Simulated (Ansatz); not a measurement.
The system is Sn.

```
Sn
1.0
    -1.72654    1.77555    2.33834
     1.72654   -1.77555    2.33834
     1.72654    1.77555   -2.33834
Sn
1
Direct
  0.00000 0.00000 0.00000
```

This isn't the form of Sn at room conditions, which is tetragonal (white tin).

| Quantity | Value |
| --- | --- |
| Program | Ansatz 0.2.0 |
| Task | relaxation of cell and atoms |
| Functional | revPBE |
| Potentials or basis | Ansatz PAW |
| Cutoff | 420 eV (not typed: the program's choice for these potentials) |
| k mesh | 11 × 11 × 11 |
| Occupations | fermi-dirac, width 0.05 eV |
| Spin | no spin polarisation |

At the start: volume 28.67 Å³/atom.

**Question.** Where does the relaxation end?

**Answer.** It ends after 5 steps and the volume is 28.65 Å³/atom (-0.1 %); space group I4/mmm (No. 139, to 0.05 Å).

The path:
| step | energy change (eV) | largest force (eV/Å) | volume (Å³) |
| --- | --- | --- | --- |
| 1 | 0.0000 | 0.0000 | 28.67 |
| 2 | -0.0025 | 0.0000 | 28.63 |
| 3 | -0.0031 | 0.0000 | 28.65 |
| 4 | -0.0031 | 0.0000 | 28.65 |
| 5 | -0.0031 | 0.0000 | 28.65 |

Final structure:
```
Sn
1.0
    -1.73779    1.73714    2.37301
     1.73779   -1.73714    2.37301
     1.73779    1.73714   -2.37301
Sn
1
Direct
  0.00000 0.00000 0.00000
```

Caveat: the plane-wave basis is chosen anew once the cell has moved, so the energies of steps on either side of that aren't comparable; the PAW data sets come from PBE, with cores solved anew for the run's functional, which leaves a small shift of forces and pressure.
